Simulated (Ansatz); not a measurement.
**PbO2 under changes of volume**

One of the cells (13.151 Å³/atom); the others are scaled copies at fixed shape and fractional positions:

```
Pb O
1.0
     0.00000    2.70199    2.70199
     2.70199    0.00000    2.70199
     2.70199    2.70199    0.00000
Pb O
1 2
Direct
  0.00000 0.00000 0.00000
  0.75000 0.75000 0.75000
  0.25000 0.25000 0.25000
```

The cell comes from a database or a generator and needn't be the stable form of this composition.

* Program: Ansatz 0.2.0
* Functional: BLYP
* Dispersion: D4
* Potentials or basis: JTH PAW LDA
* Cutoff: 1800 eV
* Density cutoff: 9000 eV
* k mesh: 9 × 9 × 9
* Occupations: fermi-dirac, width 0.025 eV
* Spin: no spin polarisation

```csv
volume (Å³/atom),energy over the lowest point (meV/atom),pressure (GPa)
12.362,?,?
12.625,11.06,6.4
12.888,3.10,3.3
13.151,0.00,0.5
13.414,1.19,-1.9
13.677,6.19,-4.1
13.940,14.55,-6.0
```

Q: What does the run at 12.362 Å³/atom give?

A: Energy over the lowest point 24.50 meV/atom; pressure 10.0 GPa.

Worked out: A Birch-Murnaghan fit of order 3 (a polynomial in V^(-2/3)) to the other rows has its minimum at 13.20 Å³/atom with B0 = V·E''(V) = 128 GPa and B' = 5.1. It gives 24.51 meV/atom at 12.362 Å³/atom, against the run's 24.50, and -dE/dV = 10.0 GPa, against 10.0.

Energies are extrapolated to zero smearing.

Caveats: pairwise dispersion overbinds metals, which lowers pressure and volume.
